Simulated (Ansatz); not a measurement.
Harmonic frequencies (cm⁻¹) at PBE0-D4/def2-TZVP from Ansatz: 246, 533, 590, 727, 751, 796, 840, 912, 925, 1066, 1119, 1137, 1211, 1381, 1695, 1949, 3309, 3334.

Problem. Which molecule is it?
A. `O=c1occo1`
B. `Fc1ccsc1`
C. `c1c[nH]cn1`
D. `Fc1ccc[se]1`

Solution. A.
